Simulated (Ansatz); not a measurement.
**Ru: the crystal squeezed far, part 1 of 2**

How does Ru (diamond type) answer strong compression? Methods of the runs shown: PAW. Its runs: cell relaxed at zero pressure (PAW); volume scaled by 1 (PAW); volume scaled by 0.9 (PAW); volume scaled by 0.8 (PAW); volume scaled by 0.7 (PAW); volume scaled by 0.6 (PAW); volume scaled by 0.5 (PAW); volume scaled by 0.4 (PAW and PAW (cutoff 300 eV)).

Program: Ansatz 0.2.0. Level of theory: DFT, LDA, PAW with Ansatz's default frozen-core files, scalar-relativistic. These are calculated values, not measurements.

**1. The system as given**

Symmetry: Fd-3m, No. 227, cubic system. The conventional cell has a = 5.077 Å, b = 5.077 Å, c = 5.077 Å, α = 90.00°, β = 90.00°, γ = 90.00°. Ru (site symmetry -43m) is surrounded by 4 Ru at 2.20 Å.

Structure file:

```
CELL_PARAMETERS angstrom
0.00000 2.53860 2.53860
2.53860 0.00000 2.53860
2.53860 2.53860 0.00000
ATOMIC_POSITIONS crystal
Ru 0.87500 0.87500 0.87500
Ru 0.12500 0.12500 0.12500
```

Whether this phase is the stable one at these pressures isn't tested.

Atoms are numbered in the order of the input: Ru1, Ru2.

**2. Cell relaxed at zero pressure, PAW**

input.yaml reads:

```yaml
crystal:
  lattice:
    - [0.0, 2.53860092, 2.53860092]
    - [2.53860092, 0.0, 2.53860092]
    - [2.53860092, 2.53860092, 0.0]
  atoms:
    - { symbol: Ru, position: [-0.125, -0.125, -0.125] }
    - { symbol: Ru, position: [0.125, 0.125, 0.125] }
kpoints:
  mp_grid: { grid: [13, 13, 13] }
scf:
  occupations: { method: fermi_dirac, width: 0.1 }
hamiltonian:
  xc: lda
  pseudopotentials: { kind: paw }
output:
  forces: true
  stress: true
  write_density: true
  write_potential: true
  elf: true
  volumetric_format: npy
relax:
  f_tol: 0.005
  max_steps: 40
  cell: {}
```

Launch:

```
$ ansatz run input.yaml --threads 1 --pin off --max-ram 2048MiB --backend cpu --events-out ev --progress --plain --runs-dir out
```

The log of the run, shortened:

```text
[...]
Pseudopotentials: kind: paw
Pseudopotential: Ru, paw, valence charge 16, recommended cutoff 420 eV (normal)
Functional definition: SPW92
[...]
Crystal: 2 atoms, lattice volume = 32.720 Å³
Basis set: ecut = 420 eV, 609 PW (Γ)
Bands: 20, of which v1, the nominal top of the filled ones, is band 16 counted from 1 (15 counted from 0)
Symmetry: 48 space group operations
Space group: Fd-3m (ITA 227), of the structure as read, at distance tolerance 3.2e-5 Å
k-points: 84 of 2197
[...]
SCF iter   1: F=—  HF=-11513.142885 eV  |F-HF|=—  |Δ(HF+E_count)|=         —  Δρ=6.01e-3  dr2=2.53e-3  ethr=1.77e-3  ⟨swp⟩=5.1  Hψ=7636  notcnv=0
[...]
relax step   1: F+E_penalty+E_count = -11513.14235288 eV  Δ(F+E_penalty+E_count) = +0.000e0 eV  max|allowed force component| = 3.701e-17 eV/Å  Δτ_max = 0.0000 Å  P = +44.876 GPa  Ω = 32.720 Å³  (6 SCF iters, dr2 threshold 1.00e-7 eV, accepted)
[...]
relax step   3: F+E_penalty+E_count = -11513.82601369 eV  Δ(F+E_penalty+E_count) = -5.986e-3 eV  max|allowed force component| = 3.284e-16 eV/Å  Δτ_max = 0.0000 Å  P = +0.757 GPa  Ω = 38.217 Å³  energy of the carried Pulay correction = -9.380e-4 eV  (6 SCF iters, dr2 threshold 2.00e-7 eV, accepted)
[...]
relax step   4: F+E_penalty+E_count = -11513.82632979 eV  Δ(F+E_penalty+E_count) = -3.161e-4 eV  max|allowed force component| = 2.637e-16 eV/Å  Δτ_max = 0.0000 Å  P = -0.000 GPa  Ω = 38.361 Å³  energy of the carried Pulay correction = -9.606e-4 eV  (6 SCF iters, dr2 threshold 2.00e-7 eV, accepted)
[...]
SCF iter   6: F=-11513.830344 eV  HF=-11513.830344 eV  |F-HF|=5.46e-12  |Δ(HF+E_count)|=  3.09e-11  Δρ=1.22e-7  dr2=5.18e-12  ethr=1.00e-12  ⟨swp⟩=6.0  Hψ=7426  notcnv=0
[...]
```

**3. The log goes on: cell relaxed at zero pressure**

Output, continued, shortened:

```text
relax step   5: F+E_penalty+E_count = -11513.83034433 eV  Δ(F+E_penalty+E_count) = -4.015e-3 eV  max|allowed force component| = 2.359e-16 eV/Å  Δτ_max = 0.0000 Å  P = +0.297 GPa  Ω = 38.361 Å³  stress off target by 2.97e-1 GPa  SCF on the basis re-selected at this cell (its energy is not [...]
relax step   6: F+E_penalty+E_count = -11513.83039241 eV  Δ(F+E_penalty+E_count) = -4.807e-5 eV  max|allowed force component| = 2.637e-16 eV/Å  Δτ_max = 0.0000 Å  P = +0.011 GPa  Ω = 38.418 Å³  energy of the carried Pulay correction = -6.439e-6 eV  (6 SCF iters, dr2 threshold 2.00e-7 eV, accepted)
[...]
       -0.000000       0.010512      -0.000000
       -0.000000      -0.000000       0.010512
  P = ⅓ Tr σ = 0.0105 GPa (0.105 kbar)
--- Band table (eV; the first three rows and the last of 84) ---
  k-point 0: bands = ["-57.9461", "-57.3317", "-28.2522", "-28.2522", "-28.2522", "-27.2339", "-27.2339", "-27.2339", "9.1303", "10.8621", "10.8621", "11.5602", "11.5602", "11.5602", "14.4272", "14.4272", "14.4272", "16.9800", "16.9800", "27.6399"]
[...]
--- Relaxed structure (5 steps of the walk, 5 accepted, 2 SCFs on fresh bases) ---
  F+E_penalty+E_count = -11513.83039554 eV   max|allowed force component| = 2.683e-16 eV/Å   (the final SCF, on the basis selected at the relaxed cell)
  cell:  # Å, volume = 38.4178 Å³
    - [1.3821196621967958e-33, 2.6781447146349713, 2.6781447146349713]
    - [2.6781447146349713, 1.6305190522527215e-33, 2.6781447146349713]
    - [2.6781447146349713, 2.6781447146349713, 1.178304782607105e-33]
  atoms:
    - { symbol: Ru, position: [-0.125, -0.125, -0.125] }
    - { symbol: Ru, position: [0.125, 0.125, 0.125] }
```

Run time: 23 s. Hardware: 1 thread of Arm Neoverse V1, shared host; peak memory 0.34 GiB.

Step by step:

```csv
step,energy from step 1 (eV/cell),largest force component (eV/Å),pressure (GPa),volume (Å³)
1,0.0000,0.0000,44.88,32.72
2,-0.6777,0.0000,3.36,37.74
3,-0.6837,0.0000,0.76,38.22
4,-0.6840,0.0000,0.00,38.36
5,-0.6880,0.0000,0.30,38.36
6,-0.6880,0.0000,0.01,38.42
7,-0.6880,0.0000,0.01,38.42
```

Step 1 is the start. Steps 5, 7 repeat the geometry before on a plane-wave basis chosen anew for that cell, so the energy can jump there without any move; the table keeps such jumps.

| input's cell | before | after | change |
| --- | --- | --- | --- |
| a (Å) | 3.590 | 3.787 | +5.5 % |
| b (Å) | 3.590 | 3.787 | +5.5 % |
| c (Å) | 3.590 | 3.787 | +5.5 % |
| volume (Å³/atom) | 16.36 | 19.21 | +17.4 % |

In short: pressure 0.01 GPa; no gap.

**4. Volume scaled by 1, PAW**

input.yaml reads:

```yaml
crystal:
  lattice:
    - [0.0, 2.6781447146, 2.6781447146]
    - [2.6781447146, 0.0, 2.6781447146]
    - [2.6781447146, 2.6781447146, 0.0]
  atoms:
    - { symbol: Ru, position: [-0.125, -0.125, -0.125] }
    - { symbol: Ru, position: [0.125, 0.125, 0.125] }
kpoints:
  mp_grid: { grid: [13, 13, 13] }
  band_path:
    path:
      - [0.0, 0.0, 0.0]
      - [0.5, 0.0, 0.5]
      - [0.625, 0.25, 0.625]
      - [0.375, 0.375, 0.75]
      - [0.0, 0.0, 0.0]
      - [0.5, 0.5, 0.5]
      - [0.5, 0.25, 0.75]
      - [0.5, 0.0, 0.5]
    npoints: 8
scf:
  occupations: { method: fermi_dirac, width: 0.1 }
hamiltonian:
  xc: lda
  pseudopotentials: { kind: paw }
output:
  forces: true
  stress: true
  eigenvalues: true
  populations: true
  dos: { projected: true, de: 0.2, e_range: [-14, 8] }
```

Launch:

```
$ ansatz run input.yaml --threads 1 --pin off --max-ram 2048MiB --backend cpu --events-out ev --progress --plain --runs-dir out
```

The log of the run:

```text
Engine: ansatz 0.2.0
[... 3 set-up lines as earlier in the session ...]
  exchange = slater_x
  correlation = pw_c
Crystal: 2 atoms, lattice volume = 38.418 Å³
Basis set: ecut = 420 eV, 749 PW (Γ)
Bands: 20, of which v1, the nominal top of the filled ones, is band 16 counted from 1 (15 counted from 0)
[... 1 set-up line as earlier in the session ...]
Space group: Fd-3m (ITA 227), of the structure as read, at distance tolerance 3.4e-5 Å
k-points: 84 of 2197
Non-local potential: Ru, projectors of the file, l = 0: 3, l = 1: 2, l = 2: 2, l = 3: 1
PAW form: soft (Blöchl's): semilocal exchange-correlation on the pseudo side does not see the compensation charge
PAW frozen core: Ru, regenerated for the run's functional, and the local potential with it (the file was generated under x = pbe(κ = 0.804, μ = 0.2195149727645171), c = pbe(β = 0.06672455060314922))
PAW one-centre angular grid: Ru, 590 points (default); XC on 64 Gauss nodes
Initial density: superposition of atomic densities (neutral atoms: chi_scale 0, normalization atom), corrected by the library's trained network
Initial wavefunctions: pseudopotential atomic-orbital guess
Functional: x = slater, c = lda
SCF iter   1: F=—  HF=-11513.829279 eV  |F-HF|=—  |Δ(HF+E_count)|=         —  Δρ=6.13e-3  dr2=3.65e-3  ethr=1.77e-3  ⟨swp⟩=5.2  Hψ=7371  notcnv=0
preconditioner: auto → Kerker (q_TF=auto, 2.646 Å⁻¹)  [metal: Δε(μ)=0.006 eV  Ē_g=5.369 eV  σ=0.100 eV  W_gap=0.01  n_scr=14 (ndim 8)  ℏωp=24.0 eV  f_vac=0.000  D(μ)=1.75/eV (n_scr^D=14)]
SCF iter   2: F=—  HF=-11513.830177 eV  |F-HF|=—  |Δ(HF+E_count)|=   8.98e-4  Δρ=3.36e-3  dr2=1.10e-3  ethr=1.14e-5  ⟨swp⟩=2.1  Hψ=2951  notcnv=0
SCF iter   3: F=—  HF=-11513.830385 eV  |F-HF|=—  |Δ(HF+E_count)|=   2.08e-4  Δρ=3.43e-4  dr2=2.05e-5  ethr=3.45e-6  ⟨swp⟩=2.2  Hψ=3039  notcnv=0
SCF iter   4: F=—  HF=-11513.830395 eV  |F-HF|=—  |Δ(HF+E_count)|=   1.02e-5  Δρ=6.24e-5  dr2=8.76e-7  ethr=6.39e-8  ⟨swp⟩=1.4  Hψ=1770  notcnv=0
iter 5 did not close the SCF: its close was put off for the readings that it lacked (scf_convergence_deferred on its scf_iter line)
SCF iter   5: F=-11513.830396 eV  HF=-11513.830396 eV  |F-HF|=1.93e-8  |Δ(HF+E_count)|=   5.85e-7  Δρ=1.54e-5  dr2=5.27e-8  ethr=2.74e-9  ⟨swp⟩=2.4  Hψ=2487  notcnv=0
SCF iter   6: F=-11513.830396 eV  HF=-11513.830396 eV  |F-HF|=4.77e-10  |Δ(HF+E_count)|=   2.65e-8  Δρ=5.56e-6  dr2=5.49e-9  ethr=1.65e-10  ⟨swp⟩=2.2  Hψ=5937  notcnv=0
SCF 1 converged in 6 iterations: F = -11513.830396 eV  dr2 = 5.49e-9
NSCF: frozen V_eff on 57 k-points
SCF converged after 6 iterations
Free energy (F): -11513.830396 eV
Harris-Foulkes:  -11513.830396 eV  (|F-HF|=4.77e-10)
Internal energy: -11513.772284 eV  (E = F + TS)
E sigma→0 (E₀):  -11513.801340 eV
Entropy (-TS):   -0.058112 eV (-29.056 meV/atom)
Fermi energy:    14.938988 eV
--- Per-component energies (eV) ---
  E_band       = -370.394825
  E_kinetic    = 1031.808902
  E_local      = -3783.054775  (includes V_loc(G=0)·N_el)
  E_nonlocal   = 701.725240
  E_hartree    = 1303.589123
  E_xc         = -376.593339
  E_vxc        = -474.559703  (∫ρ·V_xc dr)
  E_paw        = -6685.084405  (= ΣΔE_a)
  E_vpaw       = -453.491184  (= ΣTr[D̂ρ^β])
  E_aug_tail   = -0.000498  (compensation charges beyond the density's cutoff)
  E_ewald      = -3707.305903
  E_core_change = 1.143370  (= ΣΔE_core)
  E_smearing   = -0.058112  (= −TS)
  E_closure    = 0.000000  (closes the sum)
  Σ components = -11513.830396   (vs F -11513.830396, Δ=0.00e0)
--- Forces (eV/Å), atoms counted from 1 ---
  atom   1  Ru     0.00000000    -0.00000000     0.00000000
  atom   2  Ru     0.00000000     0.00000000    -0.00000000
  max |Σ_I F_I| component: 6.48e-17 eV/Å
--- Stress (GPa, compression-positive) ---
        0.010455      -0.000000       0.000000
       -0.000000       0.010455       0.000000
       -0.000000       0.000000       0.010455
  P = ⅓ Tr σ = 0.0105 GPa (0.105 kbar)
--- Band table (eV; the first three rows and the last of 84) ---
  k-point 0: bands = ["-57.9461", "-57.3317", "-28.2522", "-28.2522", "-28.2522", "-27.2339", "-27.2339", "-27.2339", "9.1303", "10.8621", "10.8621", "11.5602", "11.5602", "11.5602", "14.4272", "14.4272", "14.4272", "16.9800", "16.9800", "27.6399"]
  k-point 1: bands = ["-57.9396", "-57.3386", "-28.2594", "-28.2594", "-28.2510", "-27.2352", "-27.2262", "-27.2262", "9.2445", "10.8013", "10.8013", "11.5559", "11.6614", "11.6614", "14.3286", "14.4074", "14.4074", "16.9751", "16.9751", "26.6896"]
  k-point 2: bands = ["-57.9208", "-57.3584", "-28.2789", "-28.2789", "-28.2478", "-27.2386", "-27.2055", "-27.2055", "9.5690", "10.7094", "10.7094", "11.5560", "11.8457", "11.8457", "14.0694", "14.3824", "14.3824", "16.9529", "16.9529", "25.2113"]
  k-point 83: bands = ["-57.6707", "-57.6154", "-28.4916", "-28.4718", "-27.8063", "-27.6774", "-27.0045", "-26.9865", "10.0605", "10.1006", "11.8428", "12.1120", "12.7572", "13.1208", "13.4340", "13.7081", "17.1477", "17.1981", "17.9345", "18.7964"]
--- Löwdin populations: 2 sites ---
  site symbol       q [e]
     0     Ru     15.9349
     1     Ru     15.9349
  spilling = 0.004072 (of n_electrons = 32.000000)
```

It took 5.2 s on 1 thread of Arm Neoverse V1, shared host; peak memory 0.32 GiB.

In short: pressure 0.01 GPa; no gap.

At the corners of the path (eV, zero at the Fermi level):

```csv
point,band 13,band 14,band 15,band 16,band 17,band 18,band 19
Γ,-3.38,-3.38,-0.51,-0.51,-0.51,2.04,2.04
X,-1.42,-1.42,-1.36,-1.36,1.83,1.83,3.53
U,-2.04,-1.68,-1.39,-1.17,2.05,2.20,2.61
K,-2.04,-1.68,-1.39,-1.17,2.05,2.20,2.61
Γ,-3.38,-3.38,-0.51,-0.51,-0.51,2.04,2.04
L,-3.66,-3.36,-0.45,0.27,0.27,1.52,1.52
W,-1.96,-1.96,-1.40,-1.40,2.30,2.30,3.65
X,-1.42,-1.42,-1.36,-1.36,1.83,1.83,3.53
```

States per cell in windows of 1 eV (zero at the Fermi level; grid of 0.20 eV, so sharp peaks spill over the borders):

| from | to | total | Ru 4d | Ru 5s |
| --- | --- | --- | --- | --- |
| -6 | -5 | 0.08 | 0.00 | 0.07 |
| -5 | -4 | 3.81 | 3.42 | 0.36 |
| -4 | -3 | 3.90 | 3.63 | 0.23 |
| -3 | -2 | 3.54 | 3.01 | 0.47 |
| -2 | -1 | 2.43 | 2.12 | 0.25 |
| -1 | 0 | 2.11 | 1.89 | 0.15 |
| 0 | 1 | 1.41 | 1.18 | 0.17 |
| 1 | 2 | 2.37 | 2.05 | 0.20 |
| 2 | 3 | 2.23 | 1.96 | 0.19 |
| 3 | 4 | 0.75 | 0.25 | 0.41 |
| 4 | 5 | 0.48 | 0.10 | 0.26 |

**5. Volume scaled by 0.9, PAW**

input.yaml reads:

```yaml
crystal:
  lattice:
    - [0.0, 2.5857202924, 2.5857202924]
    - [2.5857202924, 0.0, 2.5857202924]
    - [2.5857202924, 2.5857202924, 0.0]
  atoms:
    - { symbol: Ru, position: [-0.125, -0.125, -0.125] }
    - { symbol: Ru, position: [0.125, 0.125, 0.125] }
kpoints:
  mp_grid: { grid: [13, 13, 13] }
scf:
  occupations: { method: fermi_dirac, width: 0.1 }
hamiltonian:
  xc: lda
  pseudopotentials: { kind: paw }
output:
  forces: true
  stress: true
  eigenvalues: true
  populations: true
```

Launch:

```
$ ansatz run input.yaml --threads 1 --pin off --max-ram 2048MiB --backend cpu --events-out ev --progress --plain --runs-dir out
```

The log of the run, shortened:

```text
[...]
[... 3 set-up lines as earlier in the session ...]
[...]
Crystal: 2 atoms, lattice volume = 34.576 Å³
Basis set: ecut = 420 eV, 645 PW (Γ)
Bands: 20, of which v1, the nominal top of the filled ones, is band 16 counted from 1 (15 counted from 0)
[... 1 set-up line as earlier in the session ...]
Space group: Fd-3m (ITA 227), of the structure as read, at distance tolerance 3.3e-5 Å
k-points: 84 of 2197
[...]
SCF iter   1: F=—  HF=-11513.547542 eV  |F-HF|=—  |Δ(HF+E_count)|=         —  Δρ=5.62e-3  dr2=2.34e-3  ethr=1.77e-3  ⟨swp⟩=5.1  Hψ=7591  notcnv=0
[...]
SCF iter   6: F=-11513.547790 eV  HF=-11513.547790 eV  |F-HF|=1.38e-9  |Δ(HF+E_count)|=   1.15e-8  Δρ=5.58e-6  dr2=1.04e-8  ethr=3.13e-10  ⟨swp⟩=4.0  Hψ=5361  notcnv=0
[...]
SCF converged after 6 iterations
Free energy (F): -11513.547790 eV
[...]
E sigma→0 (E₀):  -11513.522225 eV
Entropy (-TS):   -0.051130 eV (-25.565 meV/atom)
Fermi energy:    17.250110 eV
[...]
--- Forces (eV/Å), atoms counted from 1 ---
  atom   1  Ru     0.00000000     0.00000000     0.00000000
  atom   2  Ru     0.00000000     0.00000000    -0.00000000
[...]
--- Stress (GPa, compression-positive) ---
       25.988059      -0.000000      -0.000000
        0.000000      25.988059      -0.000000
       -0.000000       0.000000      25.988059
  P = ⅓ Tr σ = 25.9881 GPa (259.881 kbar)
--- Band table (eV; the first three rows and the last of 84) ---
  k-point 0: bands = ["-55.9099", "-55.0238", "-26.2929", "-26.2929", "-26.2929", "-24.9510", "-24.9510", "-24.9510", "10.9257", "12.5290", "12.5290", "13.4884", "13.4884", "13.4884", "16.6976", "16.6976", "16.6976", "19.6695", "19.6695", "30.2485"]
[...]
--- Löwdin populations: 2 sites ---
  site symbol       q [e]
     0     Ru     15.9373
     1     Ru     15.9373
  spilling = 0.003917 (of n_electrons = 32.000000)
```

Wall time 3.5 s (1 thread of Arm Neoverse V1, shared host); peak memory 0.31 GiB.

In short: pressure 25.99 GPa; no gap.

**6. Volume scaled by 0.8, PAW**

Changes to input.yaml since step 5:

```diff
@@ -2,5 +2,5 @@
   lattice:
-    - [0.0, 2.5857202924, 2.5857202924]
-    - [2.5857202924, 0.0, 2.5857202924]
-    - [2.5857202924, 2.5857202924, 0.0]
+    - [0.0, 2.4861693204, 2.4861693204]
+    - [2.4861693204, 0.0, 2.4861693204]
+    - [2.4861693204, 2.4861693204, 0.0]
   atoms:
```

Launch:

```
$ ansatz run input.yaml --threads 1 --pin off --max-ram 2048MiB --backend cpu --events-out ev --progress --plain --runs-dir out
```

The log of the run, shortened:

```text
[...]
[... 3 set-up lines as earlier in the session ...]
[...]
Crystal: 2 atoms, lattice volume = 30.734 Å³
Basis set: ecut = 420 eV, 609 PW (Γ)
Bands: 20, of which v1, the nominal top of the filled ones, is band 16 counted from 1 (15 counted from 0)
[... 1 set-up line as earlier in the session ...]
Space group: Fd-3m (ITA 227), of the structure as read, at distance tolerance 3.1e-5 Å
k-points: 84 of 2197
[...]
SCF iter   1: F=—  HF=-11512.430196 eV  |F-HF|=—  |Δ(HF+E_count)|=         —  Δρ=8.32e-3  dr2=5.83e-3  ethr=1.77e-3  ⟨swp⟩=5.1  Hψ=7702  notcnv=0
[...]
SCF iter   6: F=-11512.427535 eV  HF=-11512.427535 eV  |F-HF|=1.13e-10  |Δ(HF+E_count)|=   2.22e-8  Δρ=6.17e-6  dr2=9.83e-9  ethr=3.13e-10  ⟨swp⟩=4.5  Hψ=6558  notcnv=0
[...]
SCF converged after 6 iterations
Free energy (F): -11512.427535 eV
[...]
E sigma→0 (E₀):  -11512.405223 eV
Entropy (-TS):   -0.044623 eV (-22.312 meV/atom)
Fermi energy:    20.133345 eV
[...]
--- Forces (eV/Å), atoms counted from 1 ---
  atom   1  Ru     0.00000000    -0.00000000     0.00000000
  atom   2  Ru     0.00000000    -0.00000000    -0.00000000
[...]
--- Stress (GPa, compression-positive) ---
       71.814820      -0.000000      -0.000000
       -0.000000      71.814820      -0.000000
        0.000000       0.000000      71.814820
  P = ⅓ Tr σ = 71.8148 GPa (718.148 kbar)
--- Band table (eV; the first three rows and the last of 84) ---
  k-point 0: bands = ["-53.4406", "-52.1280", "-23.9131", "-23.9131", "-23.9131", "-22.1137", "-22.1137", "-22.1137", "13.1969", "14.5775", "14.5775", "15.9087", "15.9087", "15.9087", "19.5493", "19.5493", "19.5493", "23.0349", "23.0349", "33.3850"]
[...]
--- Löwdin populations: 2 sites ---
  site symbol       q [e]
     0     Ru     15.9400
     1     Ru     15.9400
  spilling = 0.003750 (of n_electrons = 32.000000)
```

Wall time 3.2 s (1 thread of Arm Neoverse V1, shared host); peak memory 0.31 GiB.

This run gives: pressure 71.81 GPa; no gap.

**7. Volume scaled by 0.7, PAW**

Changes to input.yaml since step 6:

```diff
@@ -2,5 +2,5 @@
   lattice:
-    - [0.0, 2.4861693204, 2.4861693204]
-    - [2.4861693204, 0.0, 2.4861693204]
-    - [2.4861693204, 2.4861693204, 0.0]
+    - [0.0, 2.3779354094, 2.3779354094]
+    - [2.3779354094, 0.0, 2.3779354094]
+    - [2.3779354094, 2.3779354094, 0.0]
   atoms:
```

Launch:

```
$ ansatz run input.yaml --threads 1 --pin off --max-ram 2048MiB --backend cpu --events-out ev --progress --plain --runs-dir out
```

The log of the run, shortened:

```text
[...]
[... 3 set-up lines as earlier in the session ...]
[...]
Crystal: 2 atoms, lattice volume = 26.892 Å³
Basis set: ecut = 420 eV, 531 PW (Γ)
Bands: 20, of which v1, the nominal top of the filled ones, is band 16 counted from 1 (15 counted from 0)
[... 1 set-up line as earlier in the session ...]
Space group: Fd-3m (ITA 227), of the structure as read, at distance tolerance 3.0e-5 Å
k-points: 84 of 2197
[...]
SCF iter   1: F=—  HF=-11509.841746 eV  |F-HF|=—  |Δ(HF+E_count)|=         —  Δρ=1.85e-2  dr2=6.16e-2  ethr=1.77e-3  ⟨swp⟩=5.1  Hψ=8014  notcnv=0
[...]
SCF iter   6: F=-11509.814340 eV  HF=-11509.814340 eV  |F-HF|=6.60e-9  |Δ(HF+E_count)|=   2.64e-7  Δρ=1.33e-5  dr2=2.34e-8  ethr=3.13e-10  ⟨swp⟩=5.5  Hψ=7559  notcnv=0
[...]
SCF converged after 6 iterations
Free energy (F): -11509.814340 eV
[...]
E sigma→0 (E₀):  -11509.794867 eV
Entropy (-TS):   -0.038947 eV (-19.473 meV/atom)
Fermi energy:    23.820890 eV
[...]
--- Forces (eV/Å), atoms counted from 1 ---
  atom   1  Ru     0.00000000     0.00000000    -0.00000000
  atom   2  Ru     0.00000000    -0.00000000     0.00000000
[...]
--- Stress (GPa, compression-positive) ---
      154.430615      -0.000000       0.000000
       -0.000000     154.430615       0.000000
        0.000000       0.000000     154.430615
  P = ⅓ Tr σ = 154.4306 GPa (1544.306 kbar)
--- Band table (eV; the first three rows and the last of 84) ---
  k-point 0: bands = ["-50.4130", "-48.4053", "-20.9774", "-20.9774", "-20.9774", "-18.5179", "-18.5179", "-18.5179", "16.1409", "17.1510", "17.1510", "19.0244", "19.0244", "19.0244", "23.2380", "23.2380", "23.2380", "27.3486", "27.3486", "37.2520"]
[...]
--- Löwdin populations: 2 sites ---
  site symbol       q [e]
     0     Ru     15.9414
     1     Ru     15.9414
  spilling = 0.003664 (of n_electrons = 32.000000)
```

It took 3 s on 1 thread of Arm Neoverse V1, shared host; peak memory 0.3 GiB.

Read from it: pressure 154.43 GPa; no gap.

(Continued in part 2 of 2.)
